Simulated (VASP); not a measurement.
# FeSi2 (Linzhiite) (P4/mmm) in VASP: settings compared, part 2 of 2

VASP 6.6.1. The steps go on from the part before.

### Step 3. Phonons, r2SCAN

File POSCAR:

```
FeSi2
1.0
    2.6809892815      0.0000000000      0.0000000000
    0.0000000000      2.6809892815      0.0000000000
    0.0000000000      0.0000000000      5.1043905156
  Fe              Si
     1     2
Direct
     0.0000000000000000    1.0000000000000000    0.0000000000000000
     0.5000000000000000    0.5000000000000000    0.2714542426396783
     0.5000000000000000    0.5000000000000000    0.7285457573603217
```

File INCAR.step1:

```
  ALGO = Normal
  EDIFF = 1E-8
  EDIFFG = -0.002
  ENCUT = 600
  IBRION = 2
  ISIF = 3
  ISMEAR = 1
  LASPH = True
  LCHARG = False
  LMIXTAU = True
  LREAL = False
  LWAVE = False
  METAGGA = R2SCAN
  NELM = 80
  NSW = 40
  PREC = Accurate
  SIGMA = 0.1
```

File INCAR.step2:

```
  ALGO = Normal
  EDIFF = 1E-8
  ENCUT = 600
  IBRION = 6
  ISIF = 2
  ISMEAR = 1
  LASPH = True
  LCHARG = False
  LMIXTAU = True
  LREAL = False
  LWAVE = False
  METAGGA = R2SCAN
  NELM = 80
  NFREE = 2
  NSW = 1
  POTIM = 0.015
  PREC = Accurate
  SIGMA = 0.1
```

File KPOINTS:

```
k-points
0
Gamma
  14 14 8
```

Potentials or basis: VASP PAW PBE potentials, release 64 (Fe, Si).

The run is started by

```bash
> cat potpaw_PBE.64/Fe/POTCAR potpaw_PBE.64/Si/POTCAR > POTCAR
> cp INCAR.step1 INCAR
> mpirun -np 1 vasp_std > vasp.out
> cp CONTCAR POSCAR
> cp INCAR.step2 INCAR
> mpirun -np 1 vasp_std > vasp.out
```

OUTCAR:

```text
EDIFF = 1E-8
   ENCUT = 600
   IBRION = 6
   ISIF = 2
   ISMEAR = 1
   LASPH = True
   LREAL = False
   METAGGA = R2SCAN
   NELM = 80
   NFREE = 2
   NSW = 1
   POTIM = 0.015
   PREC = Accurate

 ion  position               nearest neighbor table
   1  0.000  0.000  0.000-   2 2.35   3 2.35   2 2.35   3 2.35   2 2.35   3 2.35   2 2.35   3 2.35

   2  0.500  0.500  0.271-   3 2.33   1 2.35   1 2.35   1 2.35   1 2.35   3 2.77
   3  0.500  0.500  0.729-   2 2.33   1 2.35   1 2.35   1 2.35   1 2.35   2 2.77

  LATTYP: Found a simple tetragonal cell.
 ALAT       =     2.6809892815
 C/A-ratio  =     1.9039205232

  Lattice vectors:

 A1 = (   2.6809892815,   0.0000000000,   0.0000000000)
 A2 = (   0.0000000000,   2.6809892815,   0.0000000000)
 A3 = (   0.0000000000,   0.0000000000,   5.1043905156)

Analysis of symmetry for initial positions (statically):
=====================================================================
 Subroutine PRICEL returns:
 Original cell was already a primitive cell.

 Routine SETGRP: Setting up the symmetry group for a
 simple tetragonal supercell.

 Subroutine GETGRP returns: Found 16 space group operations
 (whereof 16 operations were pure point group operations)
 out of a pool of 16 trial point group operations.

The static configuration has the point symmetry D_4h.

Analysis of symmetry for dynamics (positions and initial velocities):
=====================================================================
 Subroutine PRICEL returns:
 Original cell was already a primitive cell.

 Routine SETGRP: Setting up the symmetry group for a
 simple tetragonal supercell.

 Subroutine GETGRP returns: Found 16 space group operations
 (whereof 16 operations were pure point group operations)
 out of a pool of 16 trial point group operations.

The dynamic configuration has the point symmetry D_4h.

 Subroutine INISYM returns: Found 16 space group operations
 (whereof 16 operations are pure point group operations),
 and found     1 'primitive' translations

----------------------------------------------------------------------------------------

                                     Primitive cell

  volume of cell :      36.6888

  direct lattice vectors                    reciprocal lattice vectors
     2.680989282  0.000000000  0.000000000     0.372996642  0.000000000  0.000000000
     0.000000000  2.680989282  0.000000000     0.000000000  0.372996642  0.000000000
     0.000000000  0.000000000  5.104390516     0.000000000  0.000000000  0.195909776

  length of vectors
     2.680989282  2.680989282  5.104390516     0.372996642  0.372996642  0.195909776

  position of ions in fractional coordinates (direct lattice)
     0.000000000  0.000000000  0.000000000
     0.500000000  0.500000000  0.271454243
     0.500000000  0.500000000  0.728545757

[... 122 lines left out ...]
  ---------------------------------------------------
  ext. energy  EPLUGINS =         0.00000000
  ---------------------------------------------------
  free energy    TOTEN  =       -32.55963423 eV

  energy without entropy =      -32.55952085  energy(sigma->0) =      -32.55959643

------------------------ aborting loop because EDIFF is reached ----------------------------------------

  FORCE on cell =-STRESS in cart. coord.  units (eV):
  Direction    XX          YY          ZZ          XY          YZ          ZX
  --------------------------------------------------------------------------------------
  -------------------------------------------------------------------------------------
  Total        0.0000909      0.0000909     -0.0046617      0.0000000      0.0000000      0.0000000
  in kB        0.0039698      0.0039698     -0.2035726      0.0000000      0.0000000      0.0000000
  external PRESSURE =      -0.0652110 kB  Pullay stress =       0.0000000 kB
[... 283 lines left out ...]
--------------------------------------- Ionic step        9  -------------------------------------------

 number of electron      15.9999999 magnetization

 Free energy of the ion-electron system (eV)
  ---------------------------------------------------
  ext. energy  EPLUGINS =         0.00000000
  ---------------------------------------------------
  free energy    TOTEN  =       -32.55735687 eV

  energy without entropy =      -32.55715036  energy(sigma->0) =      -32.55728804

 E-fermi :  10.2226     XC(G=0): -12.8317

 val. band max:       10.2221529531   @ k =   0.3571   0.2857   0.1250
 cond. band min:      10.2359059155   @ k =   0.4286   0.2143   0.0000
 fundamental gap:      0.0137529623
 Fermi energy:        10.2226079884

 k-point     1 :       0.0000    0.0000    0.0000
  band No.  band energies     occupation
      1      -4.7025      2.00000
      2       0.3940      2.00000
      3       1.6223      2.00000
      4       6.4392      2.00000
      5       8.3842      2.00000
      6       8.4250      2.00000
      7       8.4250      2.00000
      8       9.1736      2.00000
      9      14.9441      0.00000
     10      14.9441      0.00000
     11      17.1322      0.00000
     12      17.6429      0.00000
[... 331 lines left out ...]
 k-point    24 :       0.3571    0.2143    0.0000
  band No.  band energies     occupation
      1      -1.2145      2.00000
      2       2.7521      2.00000
      3       4.1217      2.00000
      4       4.7741      2.00000
      5       6.1653      2.00000
      6       7.4657      2.00000
      7       8.0059      2.00000
      8       9.4498      2.00000
      9      10.2005      1.36365
     10      12.8704      0.00000
     11      12.9931      0.00000
     12      14.4262      0.00000

 [... further k-points ...]

------------------------ aborting loop because EDIFF is reached ----------------------------------------

  FORCE on cell =-STRESS in cart. coord.  units (eV):
  Direction    XX          YY          ZZ          XY          YZ          ZX
  --------------------------------------------------------------------------------------
  -------------------------------------------------------------------------------------
  Total        0.1121120      0.1121120     -0.0126932      0.0000000      0.0000000     -0.0000000
  in kB        4.8958546      4.8958546     -0.5543017      0.0000000      0.0000000     -0.0000000
  external PRESSURE =       3.0791358 kB  Pullay stress =       0.0000000 kB
[... 18 lines left out ...]
  FREE ENERGIE OF THE ION-ELECTRON SYSTEM (eV)
  ---------------------------------------------------
  free  energy   TOTEN  =       -32.5573568735 eV

  energy  without entropy=      -32.5571503593  energy(sigma->0) =      -32.55728804

 INTERNAL STRAIN TENSORS FROM DISPLACED ATOMS
 ============================================

 INTERNAL STRAIN TENSOR FOR ION    1 for displacements in x,y,z  (eV/Angst):
          X           Y           Z          XY          YZ          ZX
  --------------------------------------------------------------------------------
  x     0.00000     0.00000     0.00000     0.00000     0.00000     0.00000
  y     0.00000     0.00000     0.00000     0.00000     0.00000     0.00000
  z     0.00000     0.00000     0.00000     0.00000     0.00000     0.00000

 INTERNAL STRAIN TENSOR FOR ION    3 for displacements in x,y,z  (eV/Angst):
          X           Y           Z          XY          YZ          ZX
  --------------------------------------------------------------------------------
  x     0.00000     0.00000     0.00000     0.00000     0.00000     4.99001
  y     0.00000     0.00000    -0.00000     0.00000     4.99004     0.00000
  z     7.21958     7.21958    -1.32856     0.00000     0.00000     0.00000

 Eigenvectors and eigenvalues of the dynamical matrix
 ----------------------------------------------------

   1 f  =   17.068880 THz   107.246936 2PiTHz  569.356550 cm-1    70.591184 meV
             X         Y         Z           dx          dy          dz
      0.000000  0.000000  0.000000    -0.000000    0.000000    0.000000
      1.340495  1.340495  1.385608    -0.000000    0.000000    0.707107
      1.340495  1.340495  3.718782     0.000000   -0.000000   -0.707107
[... 43 lines left out ...]
   9 f/i=    0.001985 THz     0.012473 2PiTHz    0.066217 cm-1     0.008210 meV
             X         Y         Z           dx          dy          dz
      0.000000  0.000000  0.000000     0.596591    0.377379    0.000000
      1.340495  1.340495  1.385608     0.423260    0.267737    0.000000
      1.340495  1.340495  3.718782     0.423260    0.267737    0.000000

 ELASTIC MODULI CONTR FROM IONIC RELAXATION (kBar)
 Direction    XX          YY          ZZ          XY          YZ          ZX
 --------------------------------------------------------------------------------
 XX        -135.9713   -135.9713     25.0218      0.0000     -0.0000      0.0000
 YY        -135.9713   -135.9713     25.0218      0.0000     -0.0000      0.0000
 ZZ          25.0218     25.0218     -4.6046      0.0000      0.0000     -0.0000
 XY           0.0000      0.0000      0.0000      0.0000      0.0000      0.0000
 YZ          -0.0000     -0.0000      0.0000      0.0000   -367.1256      0.0000
 ZX           0.0000      0.0000     -0.0000      0.0000      0.0000   -367.1220
 --------------------------------------------------------------------------------
```

It took 23 min on 1 thread of Intel Xeon 6975P-C (Granite Rapids), shared host; peak memory 0.58 GiB.

Results:

| Property | Result |
| --- | --- |
| Highest phonon frequency at Γ, LO-TO splitting left out | 569 cm⁻¹ |

Phonon frequencies in cm⁻¹ (negative: imaginary):
| q point | frequencies |
| --- | --- |
| (0.000, 0.000, 0.000) | 0 0 0 239 239 297 297 371 569 |

Caveat: the PAW data sets were made with another functional, which shifts forces and pressure a little. Spin polarisation is off, so any magnetic state and its effect on volume and gap are missing.

### Step 4. Phonons, LDA

This run uses another cell than the first one, of 11.97 Å³/atom, 0.980 times its volume.

File POSCAR:

```
FeSi2
1.0
    2.6608906563      0.0000000000      0.0000000000
    0.0000000000      2.6608906563      0.0000000000
   -0.0000000000      0.0000000000      5.0713098580
  Fe              Si
     1     2
Direct
     0.0000000000000000    0.0000000000000000    1.0000000000000000
     0.5000000000000000    0.5000000000000000    0.2715356273302604
     0.5000000000000000    0.5000000000000000    0.7284643726697396
```

File INCAR.step1:

```
PREC = Accurate
ENCUT = 600
EDIFF = 1E-8
ISMEAR = 1
SIGMA = 0.2
LREAL = F
LASPH = T
NELM = 80
ALGO = Normal
ISIF = 3
LWAVE = F
LCHARG = F
KPAR = 2
IBRION = 2
NSW = 40
EDIFFG = -0.002
```

File INCAR.step2:

```
PREC = Accurate
ENCUT = 600
EDIFF = 1E-8
ISMEAR = 1
SIGMA = 0.2
LREAL = F
LASPH = T
NELM = 80
ALGO = Normal
ISIF = 2
LWAVE = F
LCHARG = F
KPAR = 2
IBRION = 6
NFREE = 2
POTIM = 0.015
NSW = 1
```

File KPOINTS:

```
regular mesh
0
Gamma
  22 22 12
```

Potentials or basis: VASP PAW LDA potentials, release 64 (Fe, Si).

The run is started by

```bash
> cat potpaw_LDA.64/Fe/POTCAR potpaw_LDA.64/Si/POTCAR > POTCAR
> cp INCAR.step1 INCAR
> mpirun -np 2 vasp_std > vasp.out
> cp CONTCAR POSCAR
> cp INCAR.step2 INCAR
> mpirun -np 2 vasp_std > vasp.out
```

OUTCAR:

```text
PREC = Accurate
   ENCUT = 600
   EDIFF = 1E-8
   ISMEAR = 1
   LREAL = F
   LASPH = T
   NELM = 80
   ISIF = 2
   IBRION = 6
   NFREE = 2
   POTIM = 0.015
   NSW = 1

 ion  position               nearest neighbor table
   1  0.000  0.000  0.000-   2 2.33   3 2.33   2 2.33   3 2.33   2 2.33   3 2.33   2 2.33   3 2.33

   2  0.500  0.500  0.271-   3 2.32   1 2.33   1 2.33   1 2.33   1 2.33   3 2.75
   3  0.500  0.500  0.729-   2 2.32   1 2.33   1 2.33   1 2.33   1 2.33   2 2.75

  LATTYP: Found a simple tetragonal cell.
 ALAT       =     2.6612603962
[... 905 lines left out ...]

 INTERNAL STRAIN TENSOR FOR ION    3 for displacements in x,y,z  (eV/Angst):
          X           Y           Z          XY          YZ          ZX
  --------------------------------------------------------------------------------
  x     0.00000     0.00000     0.00000     0.00000     0.00000     5.44007
  y     0.00000     0.00000     0.00000     0.00000     5.44007     0.00000
  z     7.83614     7.83614    -1.38710     0.00000     0.00000     0.00000

 Eigenvectors and eigenvalues of the dynamical matrix
 ----------------------------------------------------

   1 f  =   16.971718 THz   106.636449 2PiTHz  566.115573 cm-1    70.189354 meV
             X         Y         Z           dx          dy          dz
      0.000000  0.000000  0.000000     0.000000    0.000000    0.000000
      1.330630  1.330630  1.376596     0.000000    0.000000    0.707107
      1.330630  1.330630  3.694183    -0.000000   -0.000000   -0.707107
[... 43 lines left out ...]
   9 f/i=    0.001472 THz     0.009252 2PiTHz    0.049116 cm-1     0.006090 meV
             X         Y         Z           dx          dy          dz
      0.000000  0.000000  0.000000     0.000000   -0.000000   -0.706181
      1.330630  1.330630  1.376596     0.000000   -0.000000   -0.500654
      1.330630  1.330630  3.694183     0.000000   -0.000000   -0.500654

 ELASTIC MODULI CONTR FROM IONIC RELAXATION (kBar)
 Direction    XX          YY          ZZ          XY          YZ          ZX
 --------------------------------------------------------------------------------
 XX        -165.5279   -165.5279     29.3007      0.0000     -0.0000      0.0000
 YY        -165.5279   -165.5279     29.3007      0.0000     -0.0000      0.0000
 ZZ          29.3007     29.3007     -5.1866      0.0000      0.0000     -0.0000
 XY           0.0000      0.0000      0.0000      0.0000      0.0000      0.0000
 YZ          -0.0000     -0.0000      0.0000      0.0000   -472.2299      0.0000
 ZX           0.0000      0.0000     -0.0000      0.0000      0.0000   -472.2299
 --------------------------------------------------------------------------------
```

Wall time 11 min (2 MPI ranks of Intel Xeon 6975P-C (Granite Rapids), shared host); peak memory 1.4 GiB.

Results:

```
Highest phonon frequency at Γ, LO-TO splitting left out : 566 cm⁻¹
```

Phonon frequencies in cm⁻¹ (negative: imaginary):
| q point | frequencies |
| --- | --- |
| (0.000, 0.000, 0.000) | 0 0 0 233 233 298 298 369 566 |

Spin polarisation is off, so any magnetic state and its effect on volume and gap are missing.
